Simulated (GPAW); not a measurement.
Here is a GPAW 26.7.0 calculation.

Contents of run.py:

```python
import numpy as np
from ase import Atoms
from ase.dft.bandgap import bandgap
from ase.io import write
from ase.units import GPa
from gpaw import GPAW, PW
from gpaw.spinorbit import soc_eigenstates

atoms = Atoms(['Ag'],
              cell=[[0.0, 2.04275, 2.04275],
                    [2.04275, 0.0, 2.04275],
                    [2.04275, 2.04275, 0.0]],
              scaled_positions=[[0.0, 0.0, 0.0]],
              pbc=True)

calc = GPAW(mode=PW(600),
            xc='MGGA_X_R2SCAN+MGGA_C_R2SCAN',
            kpts={'size': (8, 8, 8), 'gamma': True},
            occupations={'name': 'fermi-dirac', 'width': 0.05},
            nbands=18,
            convergence={'density': 1e-05, 'energy': 1e-05},
            maxiter=150,
            txt='gpaw.txt')
atoms.calc = calc
energy = atoms.get_potential_energy()
forces = atoms.get_forces()
stress = atoms.get_stress()
calc.write('gs.gpw')
write('result.traj', atoms)
print(f'Energy: {energy:.6f} eV')
print('Forces (eV/A):')
print(forces.round(4))
print('Stress (GPa):', (stress / GPa).round(3))
print('Fermi level:', round(calc.get_fermi_level(), 4), 'eV')
print(f'Gap: {bandgap(calc)[0]:.4f} eV, direct: {bandgap(calc, direct=True)[0]:.4f} eV')

path = atoms.cell.bandpath('GXWKGLUWLK,UX', npoints=60, eps=1e-4)
bs_calc = calc.fixed_density(kpts=path, symmetry='off', nbands=26,
                             convergence={'bands': 'CBM+6.0', 'eigenstates': 1e-6}, txt='bands.txt')
bs = bs_calc.band_structure()
bs.write('bs.json')
print(f'Gap on the path: {bandgap(bs_calc)[0]:.4f} eV')

soc = soc_eigenstates(bs_calc, theta=0, phi=0, ignore_xc_potential=True)
np.savetxt('soc_bands.dat', soc.eigenvalues(), fmt='%.4f')
mesh = soc_eigenstates('gs.gpw', theta=0, phi=0, ignore_xc_potential=True)
np.savetxt('soc_mesh.dat', mesh.eigenvalues(), fmt='%.4f')
print('Fermi level with spin-orbit coupling:', round(mesh.fermi_level, 4), 'eV')
```

Potentials or basis: GPAW PAW data sets (gpaw-data 1.2.1), pw.

The run is started by

```sh
$ OMP_NUM_THREADS=1 python run.py
```

Predict the band gap along the path.

none (metal or under the smearing width).

Predict the pressure.

2.6 GPa.

Levels at the corners of the path, in eV from the Fermi level:
| point | band 13 | band 14 | band 15 | band 16 | band 17 | band 18 | band 19 | band 20 |
| --- | --- | --- | --- | --- | --- | --- | --- | --- |
| Γ | -4.73 | -4.73 | -3.84 | -3.84 | -3.84 | -3.84 | 17.01 | 17.01 |
| X | -2.98 | -2.98 | -2.64 | -2.64 | 1.91 | 1.91 | 7.19 | 7.19 |
| W | -3.84 | -3.84 | -2.83 | -2.83 | 6.23 | 6.23 | 6.57 | 6.57 |
| K | -3.66 | -3.66 | -3.09 | -3.09 | 4.66 | 4.66 | 5.69 | 5.69 |
| Γ | -4.73 | -4.73 | -3.84 | -3.84 | -3.84 | -3.84 | 17.01 | 17.01 |
| L | -3.16 | -3.16 | -2.94 | -2.94 | -0.15 | -0.15 | 3.93 | 3.93 |
| U | -3.66 | -3.66 | -3.09 | -3.09 | 4.66 | 4.66 | 5.69 | 5.69 |
| W | -3.84 | -3.84 | -2.83 | -2.83 | 6.23 | 6.23 | 6.57 | 6.57 |
| L | -3.16 | -3.16 | -2.94 | -2.94 | -0.15 | -0.15 | 3.93 | 3.93 |
| K | -3.66 | -3.66 | -3.09 | -3.09 | 4.66 | 4.66 | 5.69 | 5.69 |
| U | -3.66 | -3.66 | -3.09 | -3.09 | 4.66 | 4.66 | 5.69 | 5.69 |
| X | -2.98 | -2.98 | -2.64 | -2.64 | 1.91 | 1.91 | 7.19 | 7.19 |

Caveat: spin-orbit coupling was added after a scalar SCF, so levels and gaps hold it while energy, forces, pressure and moments don't; this program's spin-orbit splittings come out too wide for heavy elements; the PAW data sets were made with another functional, which shifts forces and pressure a little.
